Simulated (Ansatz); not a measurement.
# Compressing Tl: a fit and a missing row

Tl, Fm-3m, a = 4.897 Å. This isn't the element's structure at ambient conditions. Ansatz: PBE+D3(BJ), PAW, 420 eV, Γ-centred 14×14×14 mesh on 1 atom, Gaussian smearing 0.10 eV; no spin polarisation. Symmetry fixes shape and atoms, so the cell is only scaled; pressure is positive in compression.

| V (Å³/atom) | P (GPa) |
| --- | --- |
| 25.828 | ? |
| 26.709 | 4.01 |
| 27.589 | 2.41 |
| 28.470 | 1.09 |
| 29.350 | 0.01 |
| 30.231 | -0.89 |
| 31.111 | -1.62 |
| 32.285 | -2.41 |

Take V0 = 29.350 Å³/atom, count pressures from its P0 = 0.01 GPa, fit the third-order Birch–Murnaghan form to the other rows, and predict the missing pressure.

With the Eulerian strain f = ½[(V0/V)^(2/3) − 1] and y = (P − P0)/[3f(1 + 2f)^(5/2)], the form is the line y = B0 + 1.5 B0 (B0′ − 4) f. Rows (f, y): 0.03244, 35.1; 0.02106, 34.3; 0.01025, 33.4; -0.00976, 32.3; -0.01905, 31.4; -0.03078, 30.7. Means f = 0.0006933, y = 32.867; Σ(Δf)² = 0.003004, ΣΔfΔy = 0.2083; the slope is their ratio. y = 32.82 + 69.34 f GPa, so B0 = 32.8 GPa and B0′ = 4 + 2 × (69.34)/(3 × 32.82) = 5.41. At V = 25.828, f = 0.04448, y = 35.90 and P = 5.94 GPa. The run gave 5.96 GPa, so the fit is 0.02 GPa too low, a small miss on the scale of the series.

Spin–orbit coupling is left out, which can shift energies with elements as heavy as these.